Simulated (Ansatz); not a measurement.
## Cs under changes of volume

One of the cells (124.228 Å³/atom); the others are scaled copies at fixed shape and fractional positions:

```
Cs
1.0
     5.56591    0.00000    0.00000
    -2.78295    4.82022    0.00000
     0.00000    0.00000   18.52158
Cs
4
Direct
  0.66667 0.33333 0.75000
  0.00000 0.00000 0.50000
  0.33333 0.66667 0.25000
  0.00000 0.00000 0.00000
```

This isn't the form of Cs at room conditions, which is bcc.

```yaml
Program: Ansatz 0.2.0
Functional: PBE
Potentials_or_basis: Ansatz PAW
Cutoff: "420 eV (not typed: the program's choice for these potentials)"
k_mesh: 6 × 6 × 2
Occupations: fermi-dirac, width 0.05 eV
Spin: no spin polarisation
```

| volume (Å³/atom) | energy over the lowest point (meV/atom) | pressure (GPa) |
| --- | --- | --- |
| 116.775 | ? | ? |
| 119.259 | 0.00 | 0.0 |
| 121.744 | 0.61 | -0.1 |
| 124.228 | 1.77 | -0.1 |
| 126.713 | 3.45 | -0.1 |
| 129.197 | 5.58 | -0.2 |
| 131.682 | 8.14 | -0.2 |

What does the run at 116.775 Å³/atom give?

Energy over the lowest point 0.01 meV/atom; pressure 0.0 GPa.

Worked out: A Birch-Murnaghan fit of order 3 (a polynomial in V^(-2/3)) to the other rows has its minimum at 118.02 Å³/atom, just outside them, with B0 = V·E''(V) = 2.0 GPa and B' = 3.4 at fixed shape and positions, which overstates the stiffness. It gives 0.00 meV/atom at 116.775 Å³/atom, against the run's 0.01, and -dE/dV = 0.0 GPa, against 0.0.

Energies are extrapolated to zero smearing.
